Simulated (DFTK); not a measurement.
# Al (Fm-3m) in DFTK: reference runs, part 2 of 2

DFTK 0.8.2. Earlier steps stand in the parts before.

## Step 4: Equation of state, PBE

Input file run.jl:

```julia
using DFTK
using PseudoPotentialData
using Unitful, UnitfulAtomic
using LinearAlgebra, Printf
include("save.jl")
disable_threading()

# lattice vectors are the columns
lattice = austrip(1u"Å") * [           0.0       2.024805       2.024805;
                 2.024805            0.0       2.024805;
                 2.024805       2.024805            0.0]
symbols   = [:Al]
positions = [[0.0, 0.0, 0.0]]
pseudopotentials = PseudoFamily("dojo.nc.sr.pbe.v0_4_1.standard.upf")
elements = Dict(s => ElementPsp(s, pseudopotentials) for s in unique(symbols))
atoms    = [elements[s] for s in symbols]

build_model(lattice, positions; symmetries=true) =
    model_DFT(lattice, atoms, positions;
              functionals=PBE(),
              temperature=austrip(0.05u"eV"),
              smearing=Smearing.FermiDirac(),
              symmetries)
Ecut  = 26.0  # hartree
kgrid = [11, 11, 11]
tol   = 1e-6
to_GPa = ustrip(uconvert(u"GPa", 1u"hartree/bohr^3"))

results["points"] = []
for scale in [0.94, 0.96, 0.98, 1.0, 1.02, 1.04, 1.06]
    println("\n=== scale = ", scale)
    model = build_model(cbrt(scale) * lattice, positions)
    basis = PlaneWaveBasis(model; Ecut, kgrid)
    t0 = time()
    scfres = self_consistent_field(basis;
                                   tol,
                                   nbandsalg=AdaptiveBands(model; n_bands_converge=6))
    seconds = time() - t0
    @printf "SCF: %d iterations, %.1f s\n" scfres.n_iter seconds
    forces = compute_forces_cart(scfres)
    stress = compute_stresses_cart(scfres)
    @printf "V = %.5f Å^3  F = %.8f Ha  max force = %.5f eV/Å  p = %.4f GPa\n" ustrip(auconvert(u"Å^3", model.unit_cell_volume)) scfres.energies.total ustrip(auconvert(u"eV/Å", maximum(norm, forces))) (-tr(stress) / 3 * to_GPa)
    push!(results["points"], save_scf!(scfres; forces, stress, d=Dict{String,Any}("seconds" => seconds, "n_matvec" => get(scfres, :n_matvec, 0))))
end

# third-order Birch-Murnaghan fit in x = V^(-2/3)
V = [0.94, 0.96, 0.98, 1.0, 1.02, 1.04, 1.06] * abs(det(lattice))
E = [p["total"] for p in results["points"]]
x = V .^ (-2 / 3)
c = [x .^ 0 x x .^ 2 x .^ 3] \ E
Δ = c[3]^2 - 3c[2] * c[4]
if Δ > 0
    x0 = (-c[3] + sqrt(Δ)) / 3c[4]
    B0 = 4 / 9 * x0^(7 / 2) * (2c[3] + 6c[4] * x0)
    @printf "V0 = %.4f Å^3  B0 = %.2f GPa\n" ustrip(auconvert(u"Å^3", x0^(-3 / 2))) B0 * to_GPa
end
```

Potentials or basis: dojo.nc.sr.pbe.v0_4_1.standard.upf (PBE).

On the command line:

```
julia --threads=1 run.jl  # save.jl only writes the numbers to a file and isn't shown; printed stress counts tension as positive; times include loading and compiling
```

Standard output:

```text
=== scale = 0.94
n     Energy            log10(ΔE)   log10(Δρ)   Diag   Δtime
---   ---------------   ---------   ---------   ----   ------
  1   -2.317345497561                   -1.45    4.1    1.85s
  2   -2.317502778311       -3.80       -1.83    1.0    872ms
  3   -2.317521850068       -4.72       -3.61    2.1    838ms
  4   -2.317523183183       -5.88       -4.18    4.6    2.03s
  5   -2.317523183512       -9.48       -4.68    1.7    718ms
  6   -2.317523183537      -10.61       -5.78    1.8    778ms
  7   -2.317523183539      -11.67       -6.22    3.0    1.59s
SCF: 7 iterations, 8.8 s
V = 15.60657 Å^3  F = -2.31752318 Ha  max force = 0.00000 eV/Å  p = 4.7742 GPa

=== scale = 0.96
n     Energy            log10(ΔE)   log10(Δρ)   Diag   Δtime
---   ---------------   ---------   ---------   ----   ------
  1   -2.317639020188                   -1.45    4.1    1.85s
  2   -2.317788638489       -3.83       -1.83    1.0    615ms
  3   -2.317807875469       -4.72       -3.62    2.1    812ms
  4   -2.317809185441       -5.88       -4.17    4.7    1.98s
  5   -2.317809185769       -9.48       -4.70    1.6    696ms
  6   -2.317809185792      -10.64       -5.75    1.9    794ms
  7   -2.317809185794      -11.75       -6.19    3.0    1.56s
SCF: 7 iterations, 8.4 s
V = 15.93862 Å^3  F = -2.31780919 Ha  max force = 0.00000 eV/Å  p = 2.7605 GPa

=== scale = 0.98
n     Energy            log10(ΔE)   log10(Δρ)   Diag   Δtime
---   ---------------   ---------   ---------   ----   ------
  1   -2.317778584667                   -1.45    4.0    1.71s
  2   -2.317928585208       -3.82       -1.83    1.0    605ms
  3   -2.317948305125       -4.71       -3.63    2.1    804ms
  4   -2.317949637226       -5.88       -4.19    4.7    2.02s
  5   -2.317949637500       -9.56       -4.72    1.7    711ms
  6   -2.317949637521      -10.68       -5.67    1.7    721ms
  7   -2.317949637523      -11.71       -6.06    2.9    1.58s
SCF: 7 iterations, 8.3 s
V = 16.27068 Å^3  F = -2.31794964 Ha  max force = 0.00000 eV/Å  p = 0.9513 GPa

=== scale = 1.0
n     Energy            log10(ΔE)   log10(Δρ)   Diag   Δtime
---   ---------------   ---------   ---------   ----   ------
  1   -2.317780926720                   -1.45    4.1    1.69s
  2   -2.317937678574       -3.80       -1.83    1.0    597ms
  3   -2.317958075639       -4.69       -3.64    2.1    784ms
  4   -2.317959514979       -5.84       -4.16    4.6    1.94s
  5   -2.317959515285       -9.51       -4.72    1.7    696ms
  6   -2.317959515309      -10.64       -5.67    1.8    730ms
  7   -2.317959515311      -11.59       -6.05    2.8    1.57s
SCF: 7 iterations, 8.1 s
V = 16.60273 Å^3  F = -2.31795952 Ha  max force = 0.00000 eV/Å  p = -0.6709 GPa

=== scale = 1.02
n     Energy            log10(ΔE)   log10(Δρ)   Diag   Δtime
---   ---------------   ---------   ---------   ----   ------
  1   -2.317669965449                   -1.46    4.0    1.69s
  2   -2.317829408968       -3.80       -1.83    1.0    603ms
  3   -2.317850873393       -4.67       -3.63    2.2    806ms
  4   -2.317852336159       -5.83       -4.16    4.4    1.95s
  5   -2.317852336496       -9.47       -4.73    1.7    716ms
  6   -2.317852336522      -10.59       -5.65    1.7    724ms
  7   -2.317852336524      -11.62       -6.03    2.8    1.53s
SCF: 7 iterations, 8.1 s
V = 16.93479 Å^3  F = -2.31785234 Ha  max force = 0.00000 eV/Å  p = -2.1227 GPa

=== scale = 1.04
n     Energy            log10(ΔE)   log10(Δρ)   Diag   Δtime
---   ---------------   ---------   ---------   ----   ------
  1   -2.317454466919                   -1.46    4.0    1.70s
  2   -2.317616998592       -3.79       -1.83    1.0    595ms
  3   -2.317638984422       -4.66       -3.63    2.1    833ms
  4   -2.317640620338       -5.79       -4.15    4.5    1.90s
  5   -2.317640620669       -9.48       -4.73    1.6    702ms
  6   -2.317640620698      -10.55       -5.54    1.7    742ms
  7   -2.317640620700      -11.63       -5.84    2.5    1.50s
  8   -2.317640620700      -13.09       -6.88    1.2    633ms
SCF: 8 iterations, 8.7 s
V = 17.26684 Å^3  F = -2.31764062 Ha  max force = 0.00000 eV/Å  p = -3.4193 GPa

=== scale = 1.06
n     Energy            log10(ΔE)   log10(Δρ)   Diag   Δtime
---   ---------------   ---------   ---------   ----   ------
  1   -2.317147019610                   -1.46    4.1    1.70s
  2   -2.317311350463       -3.78       -1.83    1.0    604ms
  3   -2.317334107922       -4.64       -3.62    2.1    802ms
  4   -2.317335634416       -5.82       -4.16    4.5    1.98s
  5   -2.317335634733       -9.50       -4.74    1.6    698ms
  6   -2.317335634760      -10.57       -5.54    1.8    759ms
  7   -2.317335634763      -11.60       -5.84    2.4    1.49s
  8   -2.317335634763      -13.15       -6.91    1.1    622ms
SCF: 8 iterations, 8.8 s
V = 17.59890 Å^3  F = -2.31733563 Ha  max force = 0.00000 eV/Å  p = -4.5742 GPa
V0 = 16.4616 Å^3  B0 = 79.61 GPa
```

Run time: 2.5 min. Hardware: 1 thread of Intel Xeon Platinum 8375C at 2.90GHz (Ice Lake), shared host; peak memory 1.4 GiB.

Results:

```
Equilibrium volume                      : 16.46 Å³/atom
Bulk modulus                            : 80 GPa
Pressure derivative of the bulk modulus : 4.5
```

Energy against volume, from the lowest point:
```tsv
volume (Å³/atom)	energy (meV/atom)
15.607	11.87
15.939	4.09
16.271	0.27
16.603	0.00
16.935	2.92
17.267	8.68
17.599	16.98
```

## Step 5: Single point, PBE, 15.61 Å³/atom (volume scaled by 0.94)

run.jl is that of step 4.

Potentials or basis: dojo.nc.sr.pbe.v0_4_1.standard.upf (PBE).

On the command line:

```
julia --threads=1 run.jl  # one pass of the loop, scale = 0.94; save.jl only writes the numbers to a file and isn't shown; printed stress counts tension as positive; times include loading and compiling
```

Standard output:

```text
=== scale = 0.94
n     Energy            log10(ΔE)   log10(Δρ)   Diag   Δtime
---   ---------------   ---------   ---------   ----   ------
  1   -2.317345497561                   -1.45    4.1    1.85s
  2   -2.317502778311       -3.80       -1.83    1.0    872ms
  3   -2.317521850068       -4.72       -3.61    2.1    838ms
  4   -2.317523183183       -5.88       -4.18    4.6    2.03s
  5   -2.317523183512       -9.48       -4.68    1.7    718ms
  6   -2.317523183537      -10.61       -5.78    1.8    778ms
  7   -2.317523183539      -11.67       -6.22    3.0    1.59s
SCF: 7 iterations, 8.8 s
V = 15.60657 Å^3  F = -2.31752318 Ha  max force = 0.00000 eV/Å  p = 4.7742 GPa
```

It took 8.8 s on 1 thread of Intel Xeon Platinum 8375C at 2.90GHz (Ice Lake), shared host.

What came out:

| Property | Result |
| --- | --- |
| Free energy | -63.0630 eV |
| Pressure | 4.8 GPa |
| Band gap on the k mesh | none (metal or under the smearing width) |

## Step 6: Single point, PBE, 15.94 Å³/atom (volume scaled by 0.96)

run.jl is that of step 5.

Potentials or basis: dojo.nc.sr.pbe.v0_4_1.standard.upf (PBE).

On the command line:

```
julia --threads=1 run.jl  # one pass of the loop, scale = 0.96; save.jl only writes the numbers to a file and isn't shown; printed stress counts tension as positive; times include loading and compiling
```

Wall time 8.4 s (1 thread of Intel Xeon Platinum 8375C at 2.90GHz (Ice Lake), shared host).

The run converged. Its results:

- Free energy: -63.0708 eV
- Pressure: 2.8 GPa
- Band gap on the k mesh: none (metal or under the smearing width)

## Step 7: Single point, PBE, 16.27 Å³/atom (volume scaled by 0.98)

run.jl is that of step 6.

On the command line:

```
julia --threads=1 run.jl  # one pass of the loop, scale = 0.98; save.jl only writes the numbers to a file and isn't shown; printed stress counts tension as positive; times include loading and compiling
```

Wall time 8.3 s (1 thread of Intel Xeon Platinum 8375C at 2.90GHz (Ice Lake), shared host).

The run converged. Its results:

| Quantity | Value |
| --- | --- |
| Free energy | -63.0746 eV |
| Pressure | 1.0 GPa |
| Band gap on the k mesh | none (metal or under the smearing width) |

## Step 8: Single point, PBE, 16.60 Å³/atom

run.jl is that of step 7.

On the command line:

```
julia --threads=1 run.jl  # one pass of the loop, scale = 1.0; save.jl only writes the numbers to a file and isn't shown; printed stress counts tension as positive; times include loading and compiling
```

Wall time 8.1 s (1 thread of Intel Xeon Platinum 8375C at 2.90GHz (Ice Lake), shared host).

Results (log left out):

```
Free energy            : -63.0749 eV
Pressure               : -0.7 GPa
Band gap on the k mesh : none (metal or under the smearing width)
```

## Step 9: Single point, PBE, 16.93 Å³/atom (volume scaled by 1.02)

run.jl is that of step 8.

Potentials or basis: dojo.nc.sr.pbe.v0_4_1.standard.upf (PBE).

On the command line:

```
julia --threads=1 run.jl  # one pass of the loop, scale = 1.02; save.jl only writes the numbers to a file and isn't shown; printed stress counts tension as positive; times include loading and compiling
```

Run time: 8.1 s. Hardware: 1 thread of Intel Xeon Platinum 8375C at 2.90GHz (Ice Lake), shared host.

Results (log left out):

| Property | Result |
| --- | --- |
| Free energy | -63.0720 eV |
| Pressure | -2.1 GPa |
| Band gap on the k mesh | none (metal or under the smearing width) |

## Step 10: Single point, PBE, 17.27 Å³/atom (volume scaled by 1.04)

run.jl is that of step 9.

On the command line:

```
julia --threads=1 run.jl  # one pass of the loop, scale = 1.04; save.jl only writes the numbers to a file and isn't shown; printed stress counts tension as positive; times include loading and compiling
```

Run time: 8.7 s. Hardware: 1 thread of Intel Xeon Platinum 8375C at 2.90GHz (Ice Lake), shared host.

The run converged. Its results:

```yaml
Free_energy: -63.0662 eV
Pressure: -3.4 GPa
Band_gap_on_the_k_mesh: none (metal or under the smearing width)
```

## Step 11: Single point, PBE, 17.60 Å³/atom (volume scaled by 1.06)

run.jl is that of step 10.

On the command line:

```
julia --threads=1 run.jl  # one pass of the loop, scale = 1.06; save.jl only writes the numbers to a file and isn't shown; printed stress counts tension as positive; times include loading and compiling
```

Wall time 8.8 s (1 thread of Intel Xeon Platinum 8375C at 2.90GHz (Ice Lake), shared host).

Results (log left out):

```yaml
Free_energy: -63.0579 eV
Pressure: -4.6 GPa
Band_gap_on_the_k_mesh: none (metal or under the smearing width)
```

## Step 12: The runs side by side

| task | cell | gap on the mesh (eV) | pressure (GPa) |
| --- | --- | --- | --- |
| single point | as given | none | -0.7 |
| single point | cell strained at random at fixed volume | none | -0.5 |
| equation of state | as given | - | - |

Alike in all rows: level PBE; potentials or basis dojo.nc.sr.pbe.v0_4_1.standard.upf (PBE); no spin polarisation; k mesh 11 × 11 × 11; cutoff (eV) 707; smearing fermi-dirac 0.05 eV.

Absolute energies hang on the potentials; compare differences alone.

## Step 13: Against experiment

Step 4. Measured bulk modulus of Al: 76.9 GPa (quoted in “The interpretation of polycrystalline coherent inelastic neutron scattering from aluminium”, 2013, pmc:3831299). This calculation gives 80 GPa (+3.5 %). The fit is for a static lattice scaled at fixed shape and fixed fractional positions. The cell as given is a measured one (16.60 Å³/atom); PBE puts the equilibrium volume -0.9 % from it, thermal expansion not counted.
